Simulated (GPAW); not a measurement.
Runs of GPAW 26.7.0 on TiTe2. Symmetry: P-3m1, No. 164, trigonal system. The conventional cell has a = 3.777 Å, b = 3.777 Å, c = 6.498 Å, α = 90.00°, β = 90.00°, γ = 120.00°. Around Te (site symmetry 3m) lie 3 Ti at 2.77 Å. Ti (site symmetry -3m) is surrounded by 6 Te at 2.77 Å. 

```csv
task,level,potentials or basis,spin,cell,k mesh,cutoff (eV),smearing,maxiter,optimizer,fmax,max steps,target pressure,other keys,gap on the mesh (eV),pressure (GPa),largest force (eV/Å)
relaxation of cell and atoms,PBEsol+D4,"PAW data sets generated in the run's folder for this functional, pw",off,relaxed to 1 GPa,6 × 6 × 3,600,fermi-dirac 0.05 eV,150,BFGS,0.02 eV/Å,40,1 GPa,-,none,1.0,0.01
relaxation of cell and atoms,WC,"PAW data sets generated in the run's folder for this functional, pw",off,relaxed,6 × 6 × 3,600,fermi-dirac 0.05 eV,150,BFGS,0.01 eV/Å,100,-,-,none,0.0,-
phonons,PBEsol+D3,"PAW data sets generated in the run's folder for this functional, pw",off,relaxed,8 × 8 × 4,510,fermi-dirac 0.025 eV,75,-,-,-,-,"several, not listed",none,0.0,-
band structure,LDA,"PAW data sets generated in the run's folder for this functional, pw",off,as given,6 × 6 × 3,600,fermi-dirac 0.05 eV,150,-,-,-,-,-,-,(a),0.38
band structure,M06-L,"GPAW PAW data sets (gpaw-data 1.2.1), pw","SOC, no magnetisation",as given,6 × 6 × 3,600,fermi-dirac 0.05 eV,150,-,-,-,-,-,-,0.7,0.01
```

Question: Fill in the values left out.

Answer: (a) -4.6.

Caveats: later steps reuse the first step's grids (some runs); this functional lacks dispersion, which binds the layers, so the pressure and a relaxed spacing across them are unreliable (some runs); the cutoff is short for stress and forces, so pressures can be off by a GPa or more (some runs); spin-orbit coupling is left out, which moves the levels of the heavy elements (some runs); spin-orbit coupling was added after a scalar SCF, so levels and gaps hold it while energy, forces, pressure and moments don't (some runs); this program's spin-orbit splittings come out too wide for heavy elements (some runs); the PAW data sets were made with another functional, which shifts forces and pressure a little (some runs).

A k mesh can miss the band edges, and rows without SOC leave out spin-orbit coupling on Te.

A gap of «none» marks a metal or a gap under the smearing width.

Runs at the PBE level aren't shown here.
